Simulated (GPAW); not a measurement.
## Equation of state of CsPbCl3 under PBEint

```
Pb Cs Cl
1.0
     5.60500    0.00000    0.00000
     0.00000    5.60500    0.00000
     0.00000    0.00000    5.60500
Pb Cs Cl
1 1 3
Direct
  0.50000 0.50000 0.50000
  0.00000 0.00000 0.00000
  0.50000 0.00000 0.50000
  0.00000 0.50000 0.50000
  0.50000 0.50000 0.00000
```

The cell was scaled at fixed shape and fractions and run with GPAW, PAW data sets generated for this functional, cutoff 600 eV; PBEint, k mesh 4 × 4 × 4 on the cell of 5 atoms, fermi-dirac occupations of 0.05 eV, no spin polarisation, no spin-orbit coupling. Energies are those that the program minimises, any entropy of the smearing included.

| V (Å³/atom) | energy over the lowest row (meV/atom) |
| --- | --- |
| 33.1043 | 29.97 |
| 33.8087 | 18.50 |
| 34.5130 | 10.08 |
| 35.2174 | 4.35 |
| 35.9217 | ? |
| 36.6261 | 0.00 |
| 37.3304 | 0.81 |

Problem. Fit the third-order Birch-Murnaghan form, give V0, B0 and B′, and predict the energy left open.

Solution. With y = (V0/V)^(2/3), E = E0 + (9 V0 B0/16) [(y - 1)³ B′ + (y - 1)² (6 - 4y)]. Least squares through the rows shown give V0 = 36.6633 Å³/atom, E0 = -0.02 meV, B0 = 22.76 GPa (1 eV/Å³ = 160.218 GPa) and B′ = 4.89, with a largest miss of 0.02 meV. At V = 35.9217 the form with these constants gives 1.09 meV; the run gave 1.04 meV an atom.
